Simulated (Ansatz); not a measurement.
# CdS: relaxation

Aim: relax the structure. Runs: cell and atoms relaxed (PAW); cell relaxed at -2 GPa (PAW); cell relaxed at 2 GPa (PAW); cell relaxed at 4 GPa (PAW); cell relaxed at 7 GPa (PAW); cell relaxed at 10 GPa (PAW); cell relaxed at 15 GPa (PAW).

Method: DFT r²SCAN, frozen-core PAW, scalar-relativistic unless said, in Ansatz 0.2.0.

8 further runs of the same task are left out: 8 set aside as unsound or not needed.

## Step 1: Starting point

The structure is cubic, space group Fm-3m (No. 225). Conventional cell: a = 5.506 Å, b = 5.506 Å, c = 5.506 Å, α = 90.00°, β = 90.00°, γ = 90.00°. Around Cd (site symmetry m-3m) lie 6 S at 2.75 Å. Around S (site symmetry m-3m) lie 6 Cd at 2.75 Å.

Structure file:

```cif
data_structure
_symmetry_space_group_name_H-M 'Fm-3m'
_symmetry_Int_Tables_number 225
_cell_length_a 5.5065
_cell_length_b 5.5065
_cell_length_c 5.5065
_cell_angle_alpha 90.000
_cell_angle_beta 90.000
_cell_angle_gamma 90.000
_cell_volume 166.96
loop_
_atom_site_label
_atom_site_type_symbol
_atom_site_symmetry_multiplicity
_atom_site_Wyckoff_symbol
_atom_site_fract_x
_atom_site_fract_y
_atom_site_fract_z
_atom_site_occupancy
Cd1 Cd 4 a 0.00000 0.00000 0.00000 1
S1 S 4 b 0.00000 0.50000 0.00000 1
```

Cartesian axes are those of the input's lattice vectors. The structure goes back to a database entry.

## Step 2: Cell and atoms relaxed, PAW

input.yaml

```yaml
crystal:
  lattice:
    - [2.753244, 2.753244, 0.0]
    - [-2.753244, 2.753244, 0.0]
    - [0.0, 2.753244, 2.753244]
  atoms:
    - { symbol: Cd, position: [0.0, 0.0, 0.0] }
    - { symbol: S, position: [0.5, 0.5, 0.0] }
kpoints:
  mp_grid: { grid: [12, 12, 12] }
scf:
  occupations: { method: fermi_dirac, width: 0.1 }
hamiltonian:
  xc: r2scan
  pseudopotentials: { kind: paw }
relax:
  f_tol: 0.002
  max_steps: 80
  cell: {}
output:
  forces: true
  stress: true
  write_density: true
  write_potential: true
  elf: true
  volumetric_format: npy
```

Run with:

```
> ansatz run input.yaml --threads 1 --pin off --max-ram 3072MiB --backend cpu --events-out ev --progress --plain --runs-dir out
```

## Step 3: Cell relaxed at -2 GPa, PAW

input.yaml

```yaml
crystal:
  lattice:
    - [2.72688099035, 2.72688099035, 0.0]
    - [-2.72688099035, 2.72688099035, 0.0]
    - [0.0, 2.72688099035, 2.72688099035]
  atoms:
    - { symbol: Cd, position: [0.0, 0.0, 0.0] }
    - { symbol: S, position: [0.5, 0.5, 0.0] }
kpoints:
  mp_grid: { grid: [8, 8, 8] }
scf:
  occupations: { method: fixed }
hamiltonian:
  xc: r2scan
  pseudopotentials: { kind: paw }
relax:
  f_tol: 0.002
  max_steps: 80
  cell: { p_target: -2 }
output:
  forces: true
  stress: true
```

## Step 4: Cell relaxed at 2 GPa, PAW

input.yaml, as its differences from that of step 3:

```diff
@@ -18,3 +18,3 @@
   max_steps: 80
-  cell: { p_target: -2 }
+  cell: { p_target: 2 }
 output:
```

## Step 5: Cell relaxed at 4 GPa, PAW

input.yaml, as its differences from that of step 4:

```diff
@@ -18,3 +18,3 @@
   max_steps: 80
-  cell: { p_target: 2 }
+  cell: { p_target: 4 }
 output:
```

## Step 6: Cell relaxed at 7 GPa, PAW

input.yaml, as its differences from that of step 5:

```diff
@@ -18,3 +18,3 @@
   max_steps: 80
-  cell: { p_target: 4 }
+  cell: { p_target: 7 }
 output:
```

## Step 7: Cell relaxed at 10 GPa, PAW

input.yaml, as its differences from that of step 6:

```diff
@@ -18,3 +18,3 @@
   max_steps: 80
-  cell: { p_target: 7 }
+  cell: { p_target: 10 }
 output:
@@ -22 +22,5 @@
   stress: true
+  write_density: true
+  write_potential: true
+  elf: true
+  volumetric_format: npy
```

## Step 8: Cell relaxed at 15 GPa, PAW

input.yaml, as its differences from that of step 7:

```diff
@@ -18,3 +18,3 @@
   max_steps: 80
-  cell: { p_target: 10 }
+  cell: { p_target: 15 }
 output:
@@ -22,5 +22 @@
   stress: true
-  write_density: true
-  write_potential: true
-  elf: true
-  volumetric_format: npy
```

(Steps that only read results are left out.)

Before running it: what results should come out? Wanted: cell; volume.

As calculated:

| quantity | value |
| --- | --- |
| cell | a = 3.856 Å, b = 3.856 Å, c = 3.856 Å, α = 60.00°, β = 60.00°, γ = 90.00° |
| volume | 20.277 Å³/atom |

What this shows: The volume changes by -2.8 %. Cautions: frozen-core PAW files fitted under PBE, their cores solved anew for the functional of the run.
